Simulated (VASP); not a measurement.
Here is a VASP 6.6.1 calculation.

INCAR

```
SYSTEM = Pt
PREC = Accurate ; ENCUT = 520
EDIFF = 1E-6 ; ISMEAR = 0
SIGMA = 0.1 ; LREAL = .FALSE.
LASPH = .TRUE. ; NELM = 100
ALGO = Fast ; ISIF = 2
LWAVE = .FALSE. ; LCHARG = .FALSE.
GGA = PE ; NBANDS = 17
```

File KPOINTS:

```
Automatic mesh
0
G
  18 18 14
  0 0 0
```

Contents of POSCAR:

```
Pt
1.0
    1.9850550543      1.9850550543      0.0000000000
   -1.9850550543      1.9850550543      0.0000000000
    0.0000000000      0.0000000000      3.8510068054
Pt
2
Direct
    0.0000000000      0.0000000000      0.0000000000
    0.5000000000      0.5000000000      0.5000000000
```

Potentials or basis: VASP PAW PBE potentials, release 64 (Pt).

The run is started by

```console
$ cat potpaw_PBE.64/Pt/POTCAR > POTCAR
$ mpirun -np 1 vasp_std > vasp.out
```

(1) Predict the band gap on the k mesh.

(2) What does it give for the pressure?

## Answers

(1) none (metal or under the smearing width).

(2) 7.7 GPa.
